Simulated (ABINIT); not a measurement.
Planning a run of ABINIT 10.8.3 on KI (Fm-3m). The input:

```
acell 3*1.0 Angstrom
rprim 
  0.000000000000 3.532775000000 3.532775000000
  3.532775000000 0.000000000000 3.532775000000
  3.532775000000 3.532775000000 -0.000000000000
ntypat 2
znucl 19 53
natom 2
typat 1 2
xred 
  0.000000000000 0.000000000000 0.000000000000
  0.500000000000 0.500000000000 0.500000000000
pp_dirpath "pseudos"
pseudos "K.upf, I.upf"
ecut 33
ngkpt 8 8 8
nshiftk 1
shiftk 0.11 0.21 0.31
kptopt 3
chksymbreak 0
iscf -2
irdden 1
istwfk *1
nband 22
nbdbuf 4
tolwfr 1e-09
nstep 60
prtvol 0
indata_prefix "in"
outdata_prefix "out"
tmpdata_prefix "tmp"
```

```sh
OMP_NUM_THREADS=1 mpirun -n 4 abinit run.abi > log
```

Q: Estimate wall time and host memory on 4 MPI ranks of Arm Neoverse N1, shared host.

It took 7.7 min; on shared hardware allow 3.8 min to 15 min. Peak host memory was 1.2 GiB.

[Paths, hosts, dates, memory and timing lines, banners, echoed tables and standing remarks are left out of the program output.]

[Logs are printed without paths, hosts, clocks, repeated set-up lines and the standing remarks that a program may print on its own settings, such as how far it seeks lower states.]

[Runs of the session that timed out or met a known fault of the program may be left out.]

[Hosts, paths, dates, database ids (printed as entryN), source tags and the programs' standing remarks are cut or masked in the printed files.]

[G0W0 gaps are taken among the corrected bands and points alone; a level outside them can change the order at an edge.]

[Where Ansatz stands beside ABINIT at settings called matched, ABINIT's density can come from a denser mesh and the files from another edition; pairs whose starting gaps differed by over 0.03 eV were left out, so agreement reads better than it is.]
